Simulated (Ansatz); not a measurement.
A run of Ansatz 0.2.0 is set up as follows.

The input input.yaml:

```yaml
crystal:
  lattice:
    - [2.8795009639, 0.0, 0.0]
    - [0.039072758, 2.8792794796, 0.0]
    - [0.0174953863, 0.0172449008, 5.1763391994]
  atoms:
    - { symbol: Cu, position: [0.0, 0.5, 0.0] }
    - { symbol: Cu, position: [0.5, 0.0, 0.5] }
    - { symbol: O, position: [0.99842397, 0.00167178, 0.7498871] }
    - { symbol: O, position: [0.00157603, 0.99832822, 0.2501129] }
kpoints:
  mp_grid: { grid: [9, 9, 5] }
scf:
  occupations: { method: fermi_dirac, width: 0.05 }
hamiltonian:
  xc: pbesol
  pseudopotentials: { kind: all_electron, datasets: crystal }
output:
  forces: true
  stress: true
  eigenvalues: true
  dos: { projected: false, de: 0.1, e_range: [-10, 8] }
```

Potentials or basis: all-electron PAW datasets made for the crystal.

Launch:

```console
$ ansatz run input.yaml --threads 2 --pin off --max-ram 8192MiB --backend cpu --events-out ev --progress --plain --runs-dir out
```

Estimate the largest force.

0.013 eV/Å.

What does it give for the band gap on the k mesh?

None (metal or under the smearing width).

Stress tensor (GPa, compression positive):
```
-0.71 -0.09 -0.01
-0.09 -0.74  0.00
-0.01  0.00 -4.64
```

Caveat: the program warned that the printed levels may be off, so bands, gaps and densities of states are rough; the run has no spin polarisation, though such a crystal can be magnetic; semilocal functionals often make such compounds metallic where correlation or magnetic order opens a gap, which also shifts bond lengths. With open d or f shells a metallic result of PBEsol can be an artefact of self-interaction; +U or a hybrid may open a gap.
